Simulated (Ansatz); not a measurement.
## Moving spin-orbit coupling in NaI

```cif
data_structure
_symmetry_space_group_name_H-M 'Fm-3m'
_symmetry_Int_Tables_number 225
_cell_length_a 6.4728
_cell_length_b 6.4728
_cell_length_c 6.4728
_cell_angle_alpha 90.000
_cell_angle_beta 90.000
_cell_angle_gamma 90.000
_cell_volume 271.19
loop_
_atom_site_label
_atom_site_type_symbol
_atom_site_symmetry_multiplicity
_atom_site_Wyckoff_symbol
_atom_site_fract_x
_atom_site_fract_y
_atom_site_fract_z
_atom_site_occupancy
I1 I 4 b 0.50000 0.00000 0.00000 1
Na1 Na 4 a 0.00000 0.00000 0.00000 1
```

Kept alike: task band structure; functional PBEsol; k mesh 7 × 7 × 7; occupations fermi-dirac, width 0.05 eV. Program: Ansatz, Ansatz PAW, cutoff 420 eV. The mesh is that of the run's cell of 2 atoms.

| spin-orbit coupling | band gap (eV) |
| --- | --- |
| off | 3.510 |
| on | 3.169 |

Gaps are the smaller of the mesh's and the band path's. All rows use potentials made for PBE.

Problem. What does spin-orbit coupling change here?

Solution. The band gap runs from 3.169 (on) to 3.510 eV (off). Spin-orbit coupling splits p and d bands at the edges, and the more so the heavier the atoms.
